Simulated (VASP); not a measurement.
# Mg3Sb2 (P-3m1) in VASP: a series of runs

Aim: see how the results for Mg3Sb2 move with the level of theory and the settings. Levels: PBE, PBEsol. Tasks: relaxation of cell and atoms.

Everything below comes from runs of VASP 6.6.1. Logs are shortened: lines on timing, memory, paths and dates and some standing lists are left out, and cuts for length are marked.

**1. The crystal as given**

The structure is trigonal, space group P-3m1 (No. 164). The conventional cell has a = 4.582 Å, b = 4.582 Å, c = 7.244 Å, α = 90.00°, β = 90.00°, γ = 120.00°. Mg (site symmetry 3m) has 4 Sb at 2.82 to 2.86 Å as nearest neighbours. Mg (site symmetry -3m) is surrounded by 6 Sb at 3.15 Å. Sb (site symmetry 3m) has 7 Mg at 2.82 to 3.15 Å as nearest neighbours.

**2. Relaxation of cell and atoms, PBE**

INCAR reads:

```
SYSTEM = Mg3Sb2
ALGO = Normal
EDIFF = 1E-6
EDIFFG = -0.01
ENCUT = 600
GGA = PE
IBRION = 2
ISIF = 3
ISMEAR = 0
KPAR = 2
LASPH = .True.
LCHARG = .False.
LREAL = .False.
LWAVE = .False.
NELM = 80
NSW = 90
PREC = Accurate
SIGMA = 0.03
```

KPOINTS reads:

```
k-points
0
Gamma
  9 9 5
  0 0 0
```

POSCAR reads:

```
Mg3Sb2
1.0
    4.5820000000      0.0000000000      0.0000000000
   -2.2910000000      3.9681284001      0.0000000000
    0.0000000000      0.0000000000      7.2440000000
Mg Sb
3 2
Direct
    0.3333333333      0.6666666667      0.6300000000
    0.6666666667      0.3333333333      0.3700000000
    0.0000000000      0.0000000000      0.0000000000
    0.3333333333      0.6666666667      0.2350000000
    0.6666666667      0.3333333333      0.7650000000
```

Potentials or basis: VASP PAW PBE potentials, release 64 (Mg, Sb).

Run with:

```
cat potpaw_PBE.64/Mg/POTCAR potpaw_PBE.64/Sb/POTCAR > POTCAR
mpirun -np 2 vasp_std > vasp.out
```

OUTCAR:

```text
SYSTEM = Mg3Sb2
   EDIFF = 1E-6
   EDIFFG = -0.01
   ENCUT = 600
   GGA = PE
   IBRION = 2
   ISIF = 3
   ISMEAR = 0
   LASPH = .True.
   LREAL = .False.
   NELM = 80
   NSW = 90
   PREC = Accurate

 ion  position               nearest neighbor table
   1  0.333  0.667  0.630-   5 2.82   5 2.82   5 2.82   4 2.86   2 3.25   2 3.25   2 3.25
   2  0.667  0.333  0.370-   4 2.82   4 2.82   4 2.82   5 2.86   1 3.25   1 3.25   1 3.25
   3  0.000  0.000  0.000-   4 3.15   5 3.15   4 3.15   5 3.15   5 3.15   4 3.15
   4  0.333  0.667  0.235-   2 2.82   2 2.82   2 2.82   1 2.86   3 3.15   3 3.15   3 3.15
   5  0.667  0.333  0.765-   1 2.82   1 2.82   1 2.82   2 2.86   3 3.15   3 3.15   3 3.15

  LATTYP: Found a hexagonal cell.
 ALAT       =     4.5820000000
 C/A-ratio  =     1.5809690092

  Lattice vectors:

 A1 = (   4.5820000000,   0.0000000000,   0.0000000000)
 A2 = (  -2.2910000000,   3.9681284001,   0.0000000000)
 A3 = (   0.0000000000,   0.0000000000,   7.2440000000)

Analysis of symmetry for initial positions (statically):
=====================================================================
 Subroutine PRICEL returns:
 Original cell was already a primitive cell.

 Routine SETGRP: Setting up the symmetry group for a
 hexagonal supercell.

 Subroutine GETGRP returns: Found 12 space group operations
 (whereof 12 operations were pure point group operations)
 out of a pool of 24 trial point group operations.

The static configuration has the point symmetry D_3d.

Analysis of symmetry for dynamics (positions and initial velocities):
=====================================================================
 Subroutine PRICEL returns:
 Original cell was already a primitive cell.

 Routine SETGRP: Setting up the symmetry group for a
 hexagonal supercell.

 Subroutine GETGRP returns: Found 12 space group operations
 (whereof 12 operations were pure point group operations)
 out of a pool of 24 trial point group operations.

The dynamic configuration has the point symmetry D_3d.

 Subroutine INISYM returns: Found 12 space group operations
 (whereof 12 operations are pure point group operations),
 and found     1 'primitive' translations

----------------------------------------------------------------------------------------

                                     Primitive cell

  volume of cell :     131.7101

  direct lattice vectors                    reciprocal lattice vectors
     4.582000000  0.000000000  0.000000000     0.218245308  0.126003987  0.000000000
    -2.291000000  3.968128400  0.000000000     0.000000000  0.252007974  0.000000000
     0.000000000  0.000000000  7.244000000     0.000000000  0.000000000  0.138045279
[... 126 lines left out ...]
 maximum number of plane-waves:      4419
 NGX is ok and might be reduce to    40
   NGX = 19   NGY = 19   NGZ = 29

--------------------------------------- Ionic step        1  -------------------------------------------

 number of electron      16.0000000 magnetization

 Free energy of the ion-electron system (eV)
  ---------------------------------------------------
  ext. energy  EPLUGINS =         0.00000000
  ---------------------------------------------------
  free energy    TOTEN  =       -14.60754860 eV

  energy without entropy =      -14.60754860  energy(sigma->0) =      -14.60754860

------------------------ aborting loop because EDIFF is reached ----------------------------------------

  FORCE on cell =-STRESS in cart. coord.  units (eV):
  Direction    XX          YY          ZZ          XY          YZ          ZX
  --------------------------------------------------------------------------------------
  -------------------------------------------------------------------------------------
  Total        0.5758839      0.5758839      1.2071883      0.0000000      0.0000000      0.0000000
  in kB        7.0052925      7.0052925     14.6847427      0.0000000      0.0000000      0.0000000
  external PRESSURE =       9.5651092 kB  Pullay stress =       0.0000000 kB
[... 98 lines left out ...]
  FREE ENERGIE OF THE ION-ELECTRON SYSTEM (eV)
  ---------------------------------------------------
  free  energy   TOTEN  =       -14.6351548448 eV

  energy  without entropy=      -14.6351548337  energy(sigma->0) =      -14.63515484

[... ionic steps 4 to 7 ...]

--------------------------------------- Ionic step        8  -------------------------------------------

 number of electron      16.0000000 magnetization

------------------------ aborting loop because EDIFF is reached ----------------------------------------
[... 73 lines left out ...]
--------------------------------------- Ionic step       10  -------------------------------------------

 number of electron      16.0000000 magnetization

 Free energy of the ion-electron system (eV)
  ---------------------------------------------------
  ext. energy  EPLUGINS =         0.00000000
  ---------------------------------------------------
  free energy    TOTEN  =       -14.64704468 eV

  energy without entropy =      -14.64704427  energy(sigma->0) =      -14.64704448

 E-fermi :   4.4200     XC(G=0):  -8.7360

 val. band max:        4.3504640548   @ k =   0.0000   0.0000   0.0000
 cond. band min:       4.4996866645   @ k =   0.0000   0.4444   0.4000
 fundamental gap:      0.1492226097
 Fermi energy:         4.4200314793

 k-point     1 :       0.0000    0.0000    0.0000
  band No.  band energies     occupation
      1      -5.8843      2.00000
      2      -4.6658      2.00000
      3      -0.5180      2.00000
      4       3.2697      2.00000
      5       3.2697      2.00000
      6       3.9613      2.00000
      7       3.9613      2.00000
      8       4.3505      1.99896
      9       5.3609      0.00000
     10       5.5326      0.00000
     11       7.3825      0.00000
     12       7.3825      0.00000
[... 331 lines left out ...]
 k-point    24 :      -0.1111    0.3333    0.2000
  band No.  band energies     occupation
      1      -5.2756      2.00000
      2      -4.5201      2.00000
      3       0.1519      2.00000
      4       1.1172      2.00000
      5       1.3885      2.00000
      6       2.2243      2.00000
      7       3.0742      2.00000
      8       3.6021      2.00000
      9       5.4726      0.00000
     10       6.6453      0.00000
     11       7.1052      0.00000
     12       7.7283      0.00000

 [... further k-points ...]
[... 5 lines left out ...]
  --------------------------------------------------------------------------------------
  -------------------------------------------------------------------------------------
  Total        0.0168874      0.0168874      0.0097222      0.0000000      0.0000000     -0.0000000
  in kB        0.2033736      0.2033736      0.1170839      0.0000000      0.0000000     -0.0000000
  external PRESSURE =       0.1746104 kB  Pullay stress =       0.0000000 kB
[... 20 lines left out ...]
  FREE ENERGIE OF THE ION-ELECTRON SYSTEM (eV)
  ---------------------------------------------------
  free  energy   TOTEN  =       -14.6470446822 eV

  energy  without entropy=      -14.6470442716  energy(sigma->0) =      -14.64704448

 reached required accuracy - stopping structural energy minimisation
```

Run time: 6.2 min. Hardware: 2 MPI ranks of Intel Xeon Platinum 8259CL at 2.50GHz (Skylake/Cascade Lake), shared host; peak memory 0.37 GiB.

Results:

* Free energy: -14.6470 eV
* Relaxed volume: 26.61 Å³/atom
* Relaxed cell: a = 4.596 Å, b = 4.596 Å, c = 7.274 Å, α = 90.00°, β = 90.00°, γ = 120.00°
* Space group after relaxing (to 0.05 Å): P-3m1 (No. 164)
* Energy gained by relaxing: 7.9 meV/atom
* Ionic steps: 10
* Pressure after relaxing: 0.0 GPa
* Largest force after relaxing: 0.003 eV/Å
* Band gap on the k mesh: 0.15 eV, indirect (least direct gap 1.01 eV)

Forces on the atoms (eV/Å):
```
Mg   0.000  0.000 -0.003
Mg   0.000  0.000  0.003
Mg   0.000  0.000  0.000
Sb   0.000  0.000 -0.002
Sb   0.000  0.000  0.002
```

The path:
```csv
step,energy change (eV),largest force (eV/Å),pressure (GPa),volume (Å³)
1,0.0000,0.4968,0.96,131.71
2,-0.0267,0.2429,-0.25,134.73
3,-0.0276,0.1917,-0.50,135.42
4,-0.0349,0.1233,-0.24,134.31
5,-0.0381,0.0390,0.10,132.99
6,-0.0393,0.0109,0.00,133.15
7,-0.0395,0.0054,-0.05,133.24
8,-0.0395,0.0059,-0.05,133.23
9,-0.0395,0.0062,-0.04,133.22
10,-0.0395,0.0033,0.02,133.04
```

Final structure:
```
CELL_PARAMETERS angstrom
4.59563 0.00000 0.00000
-2.29782 3.97994 0.00000
0.00000 0.00000 7.27374
ATOMIC_POSITIONS crystal
Mg 0.33333 0.66667 0.63209
Mg 0.66667 0.33333 0.36791
Mg 0.00000 0.00000 0.00000
Sb 0.33333 0.66667 0.22545
Sb 0.66667 0.33333 0.77455
```

Caveat: spin-orbit coupling is left out, which moves the levels of the heavy elements; an odd mesh through Γ misses points on the zone boundary, where band edges often lie. PBE gaps usually lie below the measured ones, often by a third to a half.

**3. Relaxation of cell and atoms, PBE**

This run uses another cell than the first one, of 26.61 Å³/atom, 1.010 times its volume.

INCAR: that of step 2 with these lines changed.

```diff
@@ -2,4 +2,4 @@
 ALGO = Normal
-EDIFF = 1E-6
-EDIFFG = -0.01
+EDIFF = 1E-7
+EDIFFG = -0.005
 ENCUT = 600
```

KPOINTS is that of step 2.

POSCAR reads:

```
Mg3Sb2                                  
1.0
    4.5956346094      0.0000000000      0.0000000000
   -2.2978173047      3.9799363182      0.0000000000
   -0.0000000000      0.0000000000      7.2737406105
  Mg              Sb            
     3     2
Direct
     0.3333333332999970    0.6666666667000030    0.6320893614071690
     0.6666666667000030    0.3333333332999970    0.3679106385928310
     0.0000000000000000    0.0000000000000000    0.0000000000000000
     0.3333333332999970    0.6666666667000030    0.2254486669716179
     0.6666666667000030    0.3333333332999970    0.7745513330283820
```

Potentials or basis: VASP PAW PBE potentials, release 64 (Mg, Sb).

Run with:

```
cat potpaw_PBE.64/Mg/POTCAR potpaw_PBE.64/Sb/POTCAR > POTCAR
mpirun -np 2 vasp_std > vasp.out
```

OUTCAR:

```text
SYSTEM = Mg3Sb2
   EDIFF = 1E-7
   EDIFFG = -0.005
   ENCUT = 600
   GGA = PE
   IBRION = 2
   ISIF = 3
   ISMEAR = 0
   LASPH = .True.
   LREAL = .False.
   NELM = 80
   NSW = 90
   PREC = Accurate

 ion  position               nearest neighbor table
   1  0.333  0.667  0.632-   5 2.85   5 2.85   5 2.85   4 2.96   2 3.28   2 3.28   2 3.28
   2  0.667  0.333  0.368-   4 2.85   4 2.85   4 2.85   5 2.96   1 3.28   1 3.28   1 3.28
   3  0.000  0.000  0.000-   4 3.12   5 3.12   4 3.12   5 3.12   5 3.12   4 3.12
   4  0.333  0.667  0.225-   2 2.85   2 2.85   2 2.85   1 2.96   3 3.12   3 3.12   3 3.12
   5  0.667  0.333  0.775-   1 2.85   1 2.85   1 2.85   2 2.96   3 3.12   3 3.12   3 3.12

  LATTYP: Found a hexagonal cell.
 ALAT       =     4.5956346094
 C/A-ratio  =     1.5827499853

  Lattice vectors:

 A1 = (   4.5956346094,   0.0000000000,   0.0000000000)
 A2 = (  -2.2978173047,   3.9799363182,   0.0000000000)
 A3 = (   0.0000000000,   0.0000000000,   7.2737406105)

Analysis of symmetry for initial positions (statically):
=====================================================================
 Subroutine PRICEL returns:
 Original cell was already a primitive cell.

 Routine SETGRP: Setting up the symmetry group for a
 hexagonal supercell.

 Subroutine GETGRP returns: Found 12 space group operations
 (whereof 12 operations were pure point group operations)
 out of a pool of 24 trial point group operations.

The static configuration has the point symmetry D_3d.

Analysis of symmetry for dynamics (positions and initial velocities):
=====================================================================
 Subroutine PRICEL returns:
 Original cell was already a primitive cell.

 Routine SETGRP: Setting up the symmetry group for a
 hexagonal supercell.

 Subroutine GETGRP returns: Found 12 space group operations
 (whereof 12 operations were pure point group operations)
 out of a pool of 24 trial point group operations.

The dynamic configuration has the point symmetry D_3d.

 Subroutine INISYM returns: Found 12 space group operations
 (whereof 12 operations are pure point group operations),
[... 135 lines left out ...]
 Gauss-broadening in eV      SIGMA  =   0.03
  energy-cutoff  :      600.00
  volume of cell :      133.04
 maximum number of plane-waves:      4460
 NGX is ok and might be reduce to    40
   NGX = 19   NGY = 19   NGZ = 29

 number of electron      16.0000000 magnetization

 Free energy of the ion-electron system (eV)
  ---------------------------------------------------
  ext. energy  EPLUGINS =         0.00000000
  ---------------------------------------------------
  free energy    TOTEN  =       -14.64706802 eV

  energy without entropy =      -14.64706760  energy(sigma->0) =      -14.64706781

 E-fermi :   4.4201     XC(G=0):  -8.7360

 val. band max:        4.3505914294   @ k =   0.0000   0.0000   0.0000
 cond. band min:       4.4996186318   @ k =   0.0000   0.4444   0.4000
 fundamental gap:      0.1490272023
 Fermi energy:         4.4200552981

 k-point     1 :       0.0000    0.0000    0.0000
  band No.  band energies     occupation
      1      -5.8843      2.00000
      2      -4.6658      2.00000
      3      -0.5179      2.00000
      4       3.2697      2.00000
      5       3.2697      2.00000
      6       3.9613      2.00000
      7       3.9613      2.00000
      8       4.3506      1.99894
      9       5.3608      0.00000
     10       5.5326      0.00000
     11       7.3825      0.00000
     12       7.3825      0.00000
[... 331 lines left out ...]
 k-point    24 :      -0.1111    0.3333    0.2000
  band No.  band energies     occupation
      1      -5.2757      2.00000
      2      -4.5201      2.00000
      3       0.1520      2.00000
      4       1.1172      2.00000
      5       1.3885      2.00000
      6       2.2243      2.00000
      7       3.0741      2.00000
      8       3.6022      2.00000
      9       5.4725      0.00000
     10       6.6453      0.00000
     11       7.1051      0.00000
     12       7.7283      0.00000

 [... further k-points ...]
[... 5 lines left out ...]
  --------------------------------------------------------------------------------------
  -------------------------------------------------------------------------------------
  Total        0.0170251      0.0170251      0.0129814     -0.0000000      0.0000000      0.0000000
  in kB        0.2050315      0.2050315      0.1563342     -0.0000000      0.0000000      0.0000000
  external PRESSURE =       0.1887991 kB  Pullay stress =       0.0000000 kB

 VOLUME and BASIS-vectors are now :
 -----------------------------------------------------------------------------
  energy-cutoff  :      600.00
  volume of cell :      133.04
      direct lattice vectors                 reciprocal lattice vectors
     4.595634609  0.000000000  0.000000000     0.217597804  0.125630151  0.000000000
    -2.297817305  3.979936318  0.000000000     0.000000000  0.251260302  0.000000000
     0.000000000  0.000000000  7.273740610     0.000000000  0.000000000  0.137480844

 POSITION                                       TOTAL-FORCE (eV/Angst)
 -----------------------------------------------------------------------------------
     -0.00000      2.65329      4.59765        -0.000000      0.000000     -0.003264
      2.29782      1.32665      2.67609         0.000000     -0.000000      0.003264
      0.00000      0.00000      0.00000        -0.000000      0.000000     -0.000000
     -0.00000      2.65329      1.63986         0.000000      0.000000     -0.001565
      2.29782      1.32665      5.63389        -0.000000     -0.000000      0.001565
 -----------------------------------------------------------------------------------
    total drift:                               -0.000000      0.000000      0.000000

  FREE ENERGIE OF THE ION-ELECTRON SYSTEM (eV)
  ---------------------------------------------------
  free  energy   TOTEN  =       -14.6470680182 eV

  energy  without entropy=      -14.6470676009  energy(sigma->0) =      -14.64706781

 reached required accuracy - stopping structural energy minimisation
```

CONTCAR:

```text
Mg3Sb2
   1.00000000000000
     4.5956346094000002    0.0000000000000000    0.0000000000000000
    -2.2978173047000001    3.9799363182000000    0.0000000000000000
     0.0000000000000000    0.0000000000000000    7.2737406105000000
  Mg              Sb
     3     2
Direct
     0.3333333332999970    0.6666666667000030    0.6320893614071679
     0.6666666667000030    0.3333333332999970    0.3679106385928321
     0.0000000000000000    0.0000000000000000    0.0000000000000000
     0.3333333332999970    0.6666666667000030    0.2254486669716158
     0.6666666667000030    0.3333333332999970    0.7745513330283842

  0.00000000E+00  0.00000000E+00  0.00000000E+00
  0.00000000E+00  0.00000000E+00  0.00000000E+00
  0.00000000E+00  0.00000000E+00  0.00000000E+00
  0.00000000E+00  0.00000000E+00  0.00000000E+00
  0.00000000E+00  0.00000000E+00  0.00000000E+00
```

Run time: 60 s. Hardware: 2 MPI ranks of Intel Xeon Platinum 8259CL at 2.50GHz (Skylake/Cascade Lake), shared host; peak memory 0.34 GiB.

What came out:

| Item | Value |
| --- | --- |
| Free energy | -14.6471 eV |
| Pressure after relaxing | 0.0 GPa |
| Largest force after relaxing | 0.003 eV/Å |
| Band gap on the k mesh | 0.15 eV, indirect (least direct gap 1.01 eV) |

Forces in eV/Å, atoms in the order of the input:
```
Mg   0.000  0.000 -0.003
Mg   0.000  0.000  0.003
Mg   0.000  0.000  0.000
Sb   0.000  0.000 -0.002
Sb   0.000  0.000  0.002
```

Final structure:
```
CELL_PARAMETERS angstrom
4.59563 0.00000 0.00000
-2.29782 3.97994 0.00000
0.00000 0.00000 7.27374
ATOMIC_POSITIONS crystal
Mg 0.33333 0.66667 0.63209
Mg 0.66667 0.33333 0.36791
Mg 0.00000 0.00000 0.00000
Sb 0.33333 0.66667 0.22545
Sb 0.66667 0.33333 0.77455
```

Caveat: the relaxation stopped at its first step, so nothing moved; spin-orbit coupling is left out, which moves the levels of the heavy elements; an odd mesh through Γ misses points on the zone boundary, where band edges often lie.

(Continued in part 2 of 2.)
